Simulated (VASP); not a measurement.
Te:

```
Te
1.0
     2.30590    1.33131    1.69095
    -2.30590    1.33131    1.69095
     0.00000   -2.66263    1.69095
Te
1
Direct
  0.50000 0.50000 0.50000
```

This isn't the form of Te at room conditions, which is trigonal, of chains.

| Property | Result |
| --- | --- |
| Program | VASP 6.6.1 |
| Task | relaxation of cell and atoms |
| Functional | optB88-vdW |
| Potentials or basis | VASP PAW PBE potentials, release 64 (Te) |
| Cutoff | 600 eV |
| k mesh | 9 × 9 × 9 |
| Occupations | fermi-dirac, width 0.05 eV |
| Spin | no spin polarisation |

At the start: pressure 3.3 GPa; volume 31.15 Å³/atom.

Task: How do energy, volume and symmetry change on relaxing?

Result: Over 9 steps the energy falls by 20.5 meV/atom and the volume is 33.18 Å³/atom (+6.5 %); space group R-3m (No. 166, to 0.05 Å).

Step by step:
| step | energy change (eV) | largest force (eV/Å) | pressure (GPa) | volume (Å³) |
| --- | --- | --- | --- | --- |
| 1 | 0.0000 | 0.0000 | 3.28 | 31.15 |
| 2 | -0.0119 | 0.0000 | -1.57 | 34.11 |
| 3 | -0.0177 | 0.0000 | 0.01 | 32.97 |
| 4 | -0.0180 | 0.0000 | 0.00 | 32.99 |
| 5 | -0.0191 | 0.0000 | -0.02 | 33.07 |
| 6 | -0.0203 | 0.0000 | -0.08 | 33.20 |
| 7 | -0.0204 | 0.0000 | -0.10 | 33.25 |
| 8 | -0.0202 | 0.0000 | 0.37 | 32.94 |
| 9 | -0.0205 | 0.0000 | 0.00 | 33.18 |

Final structure:
```
Te
1.0
     2.30606    1.33140    1.80094
    -2.30606    1.33140    1.80094
     0.00000   -2.66281    1.80094
Te
1
Direct
  0.50000 0.50000 0.50000
```

Caveat: the PAW data sets were made with another functional, which shifts forces and pressure a little.
